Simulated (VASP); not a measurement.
Here is a VASP 6.6.1 calculation.

Contents of POSCAR:

```
HgTe                                    
1.0
    0.0000000000      3.2580088205      3.2580088205
    3.2580088205      0.0000000000      3.2580088205
    3.2580088205      3.2580088205      0.0000000000
  Hg              Te            
     1     1
Direct
     0.0000000000000000    0.0000000000000000    0.0000000000000000
     0.2500000000000000    0.2500000000000000    0.2500000000000000
```

The input INCAR.step1:

```
PREC = Accurate
ENCUT = 520
EDIFF = 1E-5
ISMEAR = 0
SIGMA = 0.03
LREAL = F
LASPH = T
NELM = 80
ALGO = Normal
ISIF = 2
LWAVE = T
LCHARG = F
NBANDS = 16
GGA = PE
```

Contents of INCAR.step2:

```
PREC = Accurate
ENCUT = 520
EDIFF = 1E-7
ISMEAR = 0
SIGMA = 0.03
LREAL = F
LASPH = T
NELM = 80
ALGO = Normal
ISIF = 2
LWAVE = F
LCHARG = F
METAGGA = MBJ
NBANDS = 16
ISTART = 1
```

The input KPOINTS:

```
regular mesh
0
Gamma
  10 10 10
```

The input KPOINTS_OPT:

```
explicit points
159
Reciprocal
 0.0000000000  0.0000000000  0.0000000000 1
 0.0357142857  0.0000000000  0.0357142857 1
 0.0714285714  0.0000000000  0.0714285714 1
 0.1071428571  0.0000000000  0.1071428571 1
 0.1428571429  0.0000000000  0.1428571429 1
 0.1785714286  0.0000000000  0.1785714286 1
[... 151 lines left out ...]
 0.4250000000  0.0000000000  0.4250000000 1
 0.4500000000  0.0000000000  0.4500000000 1
```

Potentials or basis: VASP PAW PBE potentials, release 64 (Hg, Te).

Command:

```console
$ cat potpaw_PBE.64/Hg/POTCAR potpaw_PBE.64/Te/POTCAR > POTCAR
$ cp INCAR.step1 INCAR
$ mpirun -np 1 vasp_std > vasp.out
$ cp INCAR.step2 INCAR
$ mpirun -np 1 vasp_std > vasp.out
```

Predict the band gap along the path.

none (metal or under the smearing width).

Levels at the corners of the path, in eV from the Fermi level:
```
point  band 6  band 7  band 8  band 9  band 10  band 11  band 12  band 13
    Γ   -6.68   -0.02   -0.01   -0.01    -0.01     4.68     4.68     4.68
    X   -6.24   -5.00   -2.05   -2.05     2.34     3.21     8.83     9.27
    X   -6.24   -5.00   -2.05   -2.05     2.34     3.21     8.83     9.27
    W   -6.10   -5.05   -2.35   -2.28     3.36     5.15     5.88     6.75
    W   -6.10   -5.05   -2.35   -2.28     3.36     5.15     5.88     6.75
    K   -6.17   -5.01   -2.59   -1.70     2.70     4.53     7.50     7.61
    K   -6.17   -5.01   -2.59   -1.70     2.70     4.53     7.50     7.61
    Γ   -6.68   -0.02   -0.01   -0.01    -0.01     4.68     4.68     4.68
    Γ   -6.68   -0.02   -0.01   -0.01    -0.01     4.68     4.68     4.68
    L   -6.39   -5.00   -0.89   -0.89     1.28     5.43     5.43     7.72
    L   -6.39   -5.00   -0.89   -0.89     1.28     5.43     5.43     7.72
    U   -6.17   -5.01   -2.59   -1.70     2.70     4.53     7.50     7.61
    U   -6.17   -5.01   -2.59   -1.70     2.70     4.53     7.50     7.61
    W   -6.10   -5.05   -2.35   -2.28     3.36     5.15     5.88     6.75
    W   -6.10   -5.05   -2.35   -2.28     3.36     5.15     5.88     6.75
    L   -6.39   -5.00   -0.89   -0.89     1.28     5.43     5.43     7.72
    L   -6.39   -5.00   -0.89   -0.89     1.28     5.43     5.43     7.72
    K   -6.17   -5.01   -2.59   -1.70     2.70     4.53     7.50     7.61
    U   -6.17   -5.01   -2.59   -1.70     2.70     4.53     7.50     7.61
    X   -6.24   -5.00   -2.05   -2.05     2.34     3.21     8.83     9.27
```

Caveat: spin-orbit coupling is left out, which moves the levels of the heavy elements.
